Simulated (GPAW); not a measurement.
The system is I.

```
CELL_PARAMETERS angstrom
3.63503 -2.39502 0.00000
3.63503 2.39502 0.00000
0.00000 0.00000 9.79344
ATOMIC_POSITIONS crystal
I 0.64930 0.35070 0.38440
I 0.14930 0.85070 0.11560
I 0.35070 0.64930 0.61560
I 0.85070 0.14930 0.88440
```

Program: GPAW 26.7.0. Alike in all runs: no spin polarisation; cell as given; cutoff (eV) 600; smearing fermi-dirac 0.05 eV. Hardware: 1 thread of Arm Neoverse V2, on a shared host.

**Question.** Order these runs on this cell by their wall time, lowest first.
A. task band structure; level LDA; potentials or basis the program's PAW data sets (release 1.2.1) made for this functional, pw; k mesh 6 × 6 × 3; band path GXSRAZGYX1A1TY,ZT; band points 80
B. task band structure; level r2SCAN; potentials or basis GPAW PAW data sets (gpaw-data 1.2.1), pw; k mesh 6 × 6 × 3; band path GXSRAZGYX1A1TY,ZT; band points 80
C. task single point; level PBE; potentials or basis GPAW PAW data sets (gpaw-data 1.2.1), pw; k mesh 7 × 7 × 3

**Answer.** C (86 s), A (250 s), B (650 s).
